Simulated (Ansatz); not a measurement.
# Thickness series of a Zr/SiC/Zr junction, part 4 of 6

Aim: the conductance of Zr/SiC/Zr junctions as the barrier thickens. Both electrodes are Zr hcp(0001); the barrier is SiC wurtzite(0001) (whole bilayers). In the first transport cell, after relaxation, the nearest pair of electrode and barrier is Zr–C at 2.49 Å, at a slant, at the lower face and Zr–Si at 2.81 Å, at a slant, at the upper one. All share a net of side 3.09 Å, which strains the lower electrode by -4.3 % and the barrier by +0.0 %, against typed lattice constants near PBE's. The first steps treat the bulk electrodes alone.

Ansatz 0.2.0; PBE DFT, plane waves, PAW files (the session's first sound run).

So far, transmission at the Fermi level (a spin, zone mean): step 4 (transmission over a wide range of energy) 0.00631. Also channels of the lower lead: step 4 0.868.

## Step 5: Conductance on a fine mesh, atomic planes in the barrier 4, gap between the electrodes 7.1 Å

Level of this step: PBE DFT, plane waves, PAW files; ballistic transmission by layer matching between semi-infinite leads (Ansatz).

System of this step: Zr/SiC/Zr. The cell holds 26 atoms: 22 Zr, 2 C and 2 Si. Cell: a = 3.090 Å, b = 3.090 Å, c = 75.259 Å, α = 90.0°, β = 90.0°, γ = 120.0°. Regions: left electrode, 11 atoms (11 Zr); barrier, 4 atoms (2 C and 2 Si); right electrode, 11 atoms (11 Zr). Vacuum lies along c.

The conductance needs T(E) within ten thermal energies of the Fermi level, on steps under 1.5 kT, and a finer mesh (30×30), since the current can rest on few wavevectors.

Input file input.yaml:

```yaml
crystal:
  lattice:
    - [3.09, 0.0, 0.0]
    - [-1.545, 2.6760184977, 0.0]
    - [0.0, 0.0, 75.2585451667]
  atoms:
    - { symbol: Zr, position: [0.33333333, 0.66666667, 0.0930126936] }
    - { symbol: Zr, position: [0.0, 0.0, 0.1289643464] }
    - { symbol: Zr, position: [0.33333333, 0.66666667, 0.1649159993] }
    - { symbol: Zr, position: [0.0, 0.0, 0.2008676522] }
    - { symbol: Zr, position: [0.33333333, 0.66666667, 0.2368193051] }
    - { symbol: Zr, position: [0.0, 0.0, 0.272770958] }
    - { symbol: Zr, position: [0.33333333, 0.66666667, 0.3087226108] }
    - { symbol: Zr, position: [0.0, 0.0, 0.3446742637] }
    - { symbol: Zr, position: [0.33333333, 0.66666667, 0.3806259166] }
    - { symbol: Zr, position: [0.0, 0.0, 0.4165775695] }
    - { symbol: Zr, position: [0.33333333, 0.66666667, 0.4528004785] }
    - { symbol: C, position: [0.66666667, 0.33333333, 0.4758443193] }
    - { symbol: Si, position: [0.0, 0.0, 0.4844387907] }
    - { symbol: C, position: [0.0, 0.0, 0.5097155014] }
    - { symbol: Si, position: [0.66666667, 0.33333333, 0.5183103958] }
    - { symbol: Zr, position: [0.0, 0.0, 0.5472070237] }
    - { symbol: Zr, position: [0.66666667, 0.33333333, 0.5834224305] }
    - { symbol: Zr, position: [0.0, 0.0, 0.6193740834] }
    - { symbol: Zr, position: [0.66666667, 0.33333333, 0.6553257363] }
    - { symbol: Zr, position: [0.0, 0.0, 0.6912773892] }
    - { symbol: Zr, position: [0.66666667, 0.33333333, 0.727229042] }
    - { symbol: Zr, position: [0.0, 0.0, 0.7631806949] }
    - { symbol: Zr, position: [0.66666667, 0.33333333, 0.7991323478] }
    - { symbol: Zr, position: [0.0, 0.0, 0.8350840007] }
    - { symbol: Zr, position: [0.66666667, 0.33333333, 0.8710356536] }
    - { symbol: Zr, position: [0.0, 0.0, 0.9069873064] }
kpoints:
  mp_grid: { grid: [12, 12, 1] }
scf:
  occupations: { method: fermi_dirac, width: 0.1 }
  max_iter: 150
hamiltonian:
  xc: pbe
output:
  transmission:
    kmesh: [30, 30]
    e_range: [-0.26, 0.27]
    de: 0.0375
    leads: [[4, 6], [20, 22]]
```

Command:

```sh
> ansatz run input.yaml --threads 4 --pin off --max-ram 12288MiB --backend cpu --events-out ev --progress --plain --runs-dir out
```

Numbers of over 12 decimals in the logs are rounded to 6 here.

What it wrote:

```text
[...]
Crystal: 26 atoms, lattice volume = 622.305 Å³
Basis set: ecut = 420 eV, 12119 PW (Γ)
Bands: 168, of which v1, the nominal top of the filled ones, is band 140 counted from 1 (139 counted from 0)
Symmetry: 6 space group operations
[...]
k-points: 19 of 144 (time reversal used)
[...]
SCF iter   1: F=—  HF=-93817.600007 eV  |F-HF|=—  |Δ(HF+E_count)|=         —  Δρ=1.56e-2  dr2=1.06e3  ethr=1.77e-3  ⟨swp⟩=8.3  Hψ=14653  notcnv=0
[...]
SCF iter  10: F=-93816.662204 eV  HF=-93816.662204 eV  |F-HF|=1.72e-8  |Δ(HF+E_count)|=   3.17e-9  Δρ=7.68e-7  dr2=2.34e-8  ethr=3.57e-11  ⟨swp⟩=3.1  Hψ=5772  notcnv=0
SCF 1 converged in 10 iterations: F = -93816.662204 eV  dr2 = 2.34e-8
[...]
transmission: 621 of 6097 steps passed
transmission: 1224 of 6097 steps passed
[...]
transmission: 6097 of 6097 steps passed
SCF converged after 10 iterations
Free energy (F): -93816.662204 eV
[...]
Internal energy: -93815.752218 eV  (E = F + TS)
E sigma→0 (E₀):  -93816.207211 eV
Entropy (-TS):   -0.909986 eV (-34.999 meV/atom)
Fermi energy:    11.686541 eV
[...]
--- Band table (eV; the first three rows and the last of 19) ---
  k-point 0: bands = [... 136 lower, 12.1230, 12.1296, 12.3067, 12.3095, 12.4619, 12.7095, 12.7095, 12.7469, ... 24 higher]
  k-point 1: bands = [... 136 lower, 11.9369, 11.9416, 12.0335, 12.0352, 12.2018, 12.4925, 12.4999, 12.5060, ... 24 higher]
  k-point 2: bands = [... 136 lower, 11.7075, 11.7327, 11.7604, 11.7741, 11.8189, 11.9587, 11.9867, 12.0302, ... 24 higher]
  k-point 18: bands = [... 136 lower, 11.1173, 11.1181, 11.1558, 11.2842, 11.7153, 11.8017, 11.8023, 11.8030, ... 24 higher]
--- Transmission ---
  basis      : 73 plane waves across, 67 finite elements along
  points     : 91, standing for a mesh of 30 x 30
  filling    : by the input's occupations and mesh, since the crystals that have channels conduct as metals do. If one of these is a semiconductor, that mesh has misplaced its level
[...]
filled         : 30.1 meV under the level at which it is neutral
    channels       : 7.988889e-1 a spin
    conductance    : 7.5655e14 S/m² at 300 K; may be off by some 0.0 % by where its bands' edges are placed, 8.2 % from the k-mesh, 9.5 % from the distance to neutral
    slowest decay  : 0.0059 /Å at (0.1333, 0.1000)
[...]
filled         : 33.7 meV under the level at which it is neutral
    channels       : 7.988889e-1 a spin
[...]
slowest decay  : 0.0091 /Å at (0.1333, 0.1000)
  junction   : crystal 0 to crystal 1, 19.87 to 51.37 Å
    transmission   : 1.351177e-1 a spin
    conductance    : 1.2848e14 S/m² at 300 K (1.3784e14 on every other point, 1.2753e14 on every other energy)
    error estimate : 0.7 % from the energy spacing and 2.6 % from band edges of the leads and from resonances (wavevectors taken as independent; lower de), 5.6 % from the k-mesh, 49.8 % from the steps of its leads' Hamiltonians or their offsets (lay more layers), 9.5 % from the distance to neutral
    resistance     : 6.4539e-3 Ω µm² beyond half of each lead's own
```

The job ended after 7.2 min (4 threads of Arm Neoverse V1, shared host; peak memory 3 GiB; 19 min of CPU time).

This step gave:

| Item | Value |
| --- | --- |
| free energy | -93816.6622 eV |
| Fermi energy | 11.69 eV |
| transmission at the Fermi level (a spin, zone mean) | 0.1351 |
| channels of the lower lead | 0.7989 |
| channels of the upper lead | 0.7989 |
| ballistic conductance of the lower lead | 7.57e14 S/m² |
| potential step in the upper lead | 7.4 meV |
| ballistic conductance of the upper lead | 7.47e14 S/m² |
| junction conductance | 1.28e14 S/m² |
| error estimates by source, in the log's order | 0.7, 2.6, 5.6, 49.8, 9.5 % |
| resistance-area product beyond the leads | 0.006454 Ω um² |

One spin. The transmission, zone mean by energy, zero at the Fermi level:

```csv
energy (eV),"transmission, zone mean"
-0.260,0.116
-0.223,0.116
-0.185,0.114
-0.147,0.108
-0.110,0.112
-0.072,0.118
-0.035,0.113
0.003,0.135
0.040,0.173
0.077,0.158
0.115,0.160
0.152,0.159
0.190,0.137
0.228,0.137
0.265,0.124
```

One spin. The open channels, zone mean by energy, zero at the Fermi level:

| energy (eV) | lower lead | upper lead |
| --- | --- | --- |
| -0.260 | 0.746 | 0.746 |
| -0.223 | 0.786 | 0.772 |
| -0.185 | 0.699 | 0.699 |
| -0.147 | 0.686 | 0.666 |
| -0.110 | 0.659 | 0.672 |
| -0.072 | 0.659 | 0.659 |
| -0.035 | 0.672 | 0.672 |
| 0.003 | 0.799 | 0.799 |
| 0.040 | 0.952 | 0.966 |
| 0.077 | 1.03 | 0.966 |
| 0.115 | 1.09 | 1.08 |
| 0.152 | 1.16 | 1.19 |
| 0.190 | 1.11 | 1.11 |
| 0.228 | 1.17 | 1.17 |
| 0.265 | 1.17 | 1.15 |

Transmission over k1 and k2. At 0.0025 eV from the Fermi level.

Values, 12 rows by 16 columns, each cell a mean:
```
0.161 0.091 0.006 0.000 0.000 0.000 0.002 0.056 0.139 0.143 0.027 0.148 0.105 0.125 0.070 0.103
0.016 0.005 0.000 0.000 0.039 0.180 0.041 0.000 0.003 0.015 0.002 0.145 0.058 0.012 0.083 0.109
0.050 0.000 0.000 0.000 0.029 0.260 0.302 0.000 0.000 0.000 0.000 0.032 0.108 0.054 0.050 0.117
0.017 0.000 0.166 0.237 0.111 0.371 0.429 0.411 0.265 0.145 0.233 0.088 0.022 0.083 0.107 0.112
0.041 0.001 0.034 0.266 0.206 0.556 0.665 0.592 0.618 0.471 0.303 0.196 0.000 0.000 0.032 0.099
0.184 0.043 0.000 0.000 0.083 0.514 0.629 0.380 0.360 0.576 0.538 0.144 0.000 0.000 0.025 0.173
0.174 0.120 0.008 0.000 0.014 0.229 0.531 0.569 0.421 0.509 0.623 0.377 0.064 0.024 0.001 0.057
0.021 0.032 0.002 0.000 0.054 0.303 0.305 0.435 0.615 0.608 0.597 0.378 0.313 0.231 0.038 0.000
0.128 0.149 0.142 0.093 0.040 0.064 0.118 0.000 0.151 0.252 0.297 0.120 0.029 0.116 0.038 0.000
0.095 0.083 0.012 0.037 0.114 0.029 0.000 0.000 0.000 0.095 0.312 0.196 0.000 0.000 0.000 0.000
0.046 0.104 0.088 0.037 0.120 0.071 0.039 0.055 0.016 0.000 0.031 0.069 0.000 0.000 0.006 0.051
0.196 0.093 0.063 0.097 0.138 0.044 0.075 0.186 0.174 0.075 0.004 0.017 0.050 0.000 0.047 0.174
```
Columns: k1 (b1) from -0.5 to 0.467; rows upwards: k2 (b2) from -0.5 to 0.467.

G = 1.3e14 S/m² (1/G = 0.00778 Ω µm²). The largest error estimate is 50 %, from the leads' potential steps. In the worse lead the potential repeats within 58 meV, which the program flags as too much for a lead, so G carries that doubt. By hand, Landauer's formula with T at one energy: G = (e²/h) ΣT / A = 3.874e-5 S × 0.270 / 8.269 Å² = 1.3e14 S/m², with T summed over both spins. The printed value averages T over the Fermi window and is 1.0 times this.

## Step 6: Conductance, 30 atoms

System of this step: Zr/SiC/Zr. The cell holds 30 atoms: 22 Zr, 4 C and 4 Si. Cell: a = 3.090 Å, b = 3.090 Å, c = 80.328 Å, α = 90.0°, β = 90.0°, γ = 120.0°. Regions: left electrode, 11 atoms (11 Zr); barrier, 8 atoms (4 C and 4 Si); right electrode, 11 atoms (11 Zr). Vacuum lies along c.

Barrier layers are added or taken out in the middle, and the relaxed faces stay.

Input file input.yaml:

```yaml
crystal:
  lattice:
    - [3.09, 0.0, 0.0]
    - [-1.545, 2.6760184977, 0.0]
    - [0.0, 0.0, 80.3280884947]
  atoms:
    - { symbol: Zr, position: [0.33333333, 0.66666667, 0.0871426189] }
    - { symbol: Zr, position: [0.0, 0.0, 0.1208253461] }
    - { symbol: Zr, position: [0.33333333, 0.66666667, 0.1545080733] }
    - { symbol: Zr, position: [0.0, 0.0, 0.1881908005] }
    - { symbol: Zr, position: [0.33333333, 0.66666667, 0.2218735277] }
    - { symbol: Zr, position: [0.0, 0.0, 0.2555562549] }
    - { symbol: Zr, position: [0.33333333, 0.66666667, 0.2892389821] }
    - { symbol: Zr, position: [0.0, 0.0, 0.3229217093] }
    - { symbol: Zr, position: [0.33333333, 0.66666667, 0.3566044365] }
    - { symbol: Zr, position: [0.0, 0.0, 0.3902871637] }
    - { symbol: Zr, position: [0.33333333, 0.66666667, 0.424224028] }
    - { symbol: C, position: [0.66666667, 0.33333333, 0.4458135612] }
    - { symbol: Si, position: [0.0, 0.0, 0.4538656315] }
    - { symbol: C, position: [0.0, 0.0, 0.4775471171] }
    - { symbol: Si, position: [0.66666667, 0.33333333, 0.4853942681] }
    - { symbol: C, position: [0.66666667, 0.33333333, 0.5091034845] }
    - { symbol: Si, position: [0.0, 0.0, 0.517001531] }
    - { symbol: C, position: [0.0, 0.0, 0.540657586] }
    - { symbol: Si, position: [0.66666667, 0.33333333, 0.5487100526] }
    - { symbol: Zr, position: [0.0, 0.0, 0.5757830008] }
    - { symbol: Zr, position: [0.66666667, 0.33333333, 0.6097128363] }
    - { symbol: Zr, position: [0.0, 0.0, 0.6433955635] }
    - { symbol: Zr, position: [0.66666667, 0.33333333, 0.6770782907] }
    - { symbol: Zr, position: [0.0, 0.0, 0.7107610179] }
    - { symbol: Zr, position: [0.66666667, 0.33333333, 0.7444437451] }
    - { symbol: Zr, position: [0.0, 0.0, 0.7781264723] }
    - { symbol: Zr, position: [0.66666667, 0.33333333, 0.8118091995] }
    - { symbol: Zr, position: [0.0, 0.0, 0.8454919267] }
    - { symbol: Zr, position: [0.66666667, 0.33333333, 0.8791746539] }
    - { symbol: Zr, position: [0.0, 0.0, 0.9128573811] }
kpoints:
  mp_grid: { grid: [12, 12, 1] }
scf:
  occupations: { method: fermi_dirac, width: 0.1 }
  max_iter: 150
hamiltonian:
  xc: pbe
output:
  transmission:
    kmesh: [30, 30]
    e_range: [-0.26, 0.27]
    de: 0.0375
    leads: [[4, 6], [24, 26]]
```

What it wrote:

```text
[...]
Crystal: 30 atoms, lattice volume = 664.225 Å³
Basis set: ecut = 420 eV, 12917 PW (Γ)
Bands: 178, of which v1, the nominal top of the filled ones, is band 148 counted from 1 (147 counted from 0)
Symmetry: 6 space group operations
[...]
k-points: 19 of 144 (time reversal used)
[...]
SCF iter   1: F=—  HF=-95591.529817 eV  |F-HF|=—  |Δ(HF+E_count)|=         —  Δρ=1.24e-2  dr2=7.11e2  ethr=1.77e-3  ⟨swp⟩=8.9  Hψ=16101  notcnv=0
[...]
SCF iter  11: F=-95590.920157 eV  HF=-95590.920157 eV  |F-HF|=2.37e-8  |Δ(HF+E_count)|=   4.18e-9  Δρ=8.58e-7  dr2=3.27e-8  ethr=3.38e-11  ⟨swp⟩=3.0  Hψ=5265  notcnv=0
SCF 1 converged in 11 iterations: F = -95590.920157 eV  dr2 = 3.27e-8
[...]
transmission: 684 of 6734 steps passed
transmission: 1350 of 6734 steps passed
[...]
transmission: 6734 of 6734 steps passed
SCF converged after 11 iterations
Free energy (F): -95590.920157 eV
[...]
Internal energy: -95590.009147 eV  (E = F + TS)
E sigma→0 (E₀):  -95590.464652 eV
Entropy (-TS):   -0.911011 eV (-30.367 meV/atom)
Fermi energy:    11.644597 eV
[...]
--- Band table (eV; the first three rows and the last of 19) ---
  k-point 0: bands = [... 144 lower, 12.0787, 12.0825, 12.1965, 12.2659, 12.2740, 12.6655, 12.6655, 12.7047, ... 26 higher]
  k-point 1: bands = [... 144 lower, 11.8949, 11.9009, 11.9916, 11.9932, 12.0509, 12.4491, 12.4545, 12.4635, ... 26 higher]
  k-point 2: bands = [... 144 lower, 11.6638, 11.7007, 11.7181, 11.7431, 11.7511, 11.9139, 11.9424, 11.9894, ... 26 higher]
  k-point 18: bands = [... 144 lower, 11.0753, 11.0762, 11.1433, 11.1620, 11.6639, 11.7575, 11.7603, 11.7611, ... 26 higher]
--- Transmission ---
  basis      : 73 plane waves across, 74 finite elements along
  points     : 91, standing for a mesh of 30 x 30
[...]
filled         : 30.0 meV under the level at which it is neutral
    channels       : 7.988889e-1 a spin
[...]
slowest decay  : 0.0058 /Å at (0.1333, 0.1000)
[...]
filled         : 33.9 meV under the level at which it is neutral
    channels       : 7.988889e-1 a spin
[...]
slowest decay  : 0.0092 /Å at (0.1333, 0.1000)
  junction   : crystal 0 to crystal 1, 19.87 to 56.44 Å
    transmission   : 6.752234e-3 a spin
[...]
resistance     : 1.5637e-1 Ω µm² beyond half of each lead's own
```

It took 8.4 min on 4 threads; peak memory 3.3 GiB.

This step gave:

```yaml
free_energy: -95590.9202 eV
fermi_energy: 11.64 eV
transmission_at_the_fermi_level_a_spin_zone_mean: 0.006752
potential_step_in_the_upper_lead: 7.5 meV
junction_conductance: 6.34e12 S/m²
error_estimates_by_source_in_the_log_s_order: 0.4, 22, 7.4, 25.1, 1.7 %
resistance_area_product_beyond_the_leads: 0.1564 Ω um²
```

One spin. Table of transmission, zone mean by energy, zero at the Fermi level:

| energy (eV) | transmission, zone mean |
| --- | --- |
| -0.260 | 0.00760 |
| -0.223 | 0.00738 |
| -0.185 | 0.00706 |
| -0.147 | 0.00674 |
| -0.110 | 0.00673 |
| -0.072 | 0.00692 |
| -0.035 | 0.00657 |
| 0.003 | 0.00675 |
| 0.040 | 0.00727 |
| 0.077 | 0.00687 |
| 0.115 | 0.00734 |
| 0.152 | 0.00724 |
| 0.190 | 0.00628 |
| 0.228 | 0.00562 |
| 0.265 | 0.00388 |

One spin. Open channels, zone mean against energy, zero at the Fermi level:

```csv
energy (eV),lower lead,upper lead
-0.260,0.746,0.746
-0.223,0.786,0.772
-0.185,0.686,0.699
-0.147,0.686,0.666
-0.110,0.672,0.672
-0.072,0.659,0.659
-0.035,0.672,0.672
0.003,0.799,0.799
0.040,0.952,0.966
0.077,1.03,0.966
0.115,1.09,1.08
0.152,1.16,1.19
0.190,1.11,1.11
0.228,1.17,1.17
0.265,1.17,1.15
```

Transmission over k1 and k2. At 0.0025 eV from the Fermi level.

Ten even steps from '_' (0.0000) to '@' (0.0907), each cell a mean:
```
__________________________________________..________________
__________________________________________..________..______
__________________________________________..____________..__
____________________________________________________________
____________________________________________________________
____________________________________________________________
________..__________..........______________________________
__________________....::--==--::..__________________________
__________________....==##%%%%##++::..______________________
__________________....++%%@@@@@@@@**--..____________________
____________________..--%%@@@@%%@@@@##::..__________________
______________________..==##@@@@@@@@%%++....________________
________________________..--**%%@@@@%%++....________________
__________________________....==++++++--....________________
______________________________............__________..______
______..____________________________________________________
____________________________________________________________
____________________________________________________________
____..____________..________________________________________
______..__________..________________________________________
__________________..________________________________________
____________________________________________________________
```
Columns: k1 (b1) from -0.5 to 0.467; rows upwards: k2 (b2) from -0.5 to 0.467.

G = 6.3e12 S/m² (1/G = 0.158 Ω µm²), 0.049 times the step before of this kind. The largest error estimate is 25 %, from the leads' potential steps. In the worse lead the potential repeats within 58 meV, which the program flags as too much for a lead, so G carries that doubt.

[end of part 4 of 6]

[Logs are printed without paths, hosts, clocks, repeated set-up lines and the standing remarks that a program may print on its own settings, such as how far it seeks lower states.]

[Hosts, paths, dates, database ids (printed as entryN), source tags and the programs' standing remarks are cut or masked in the printed files.]
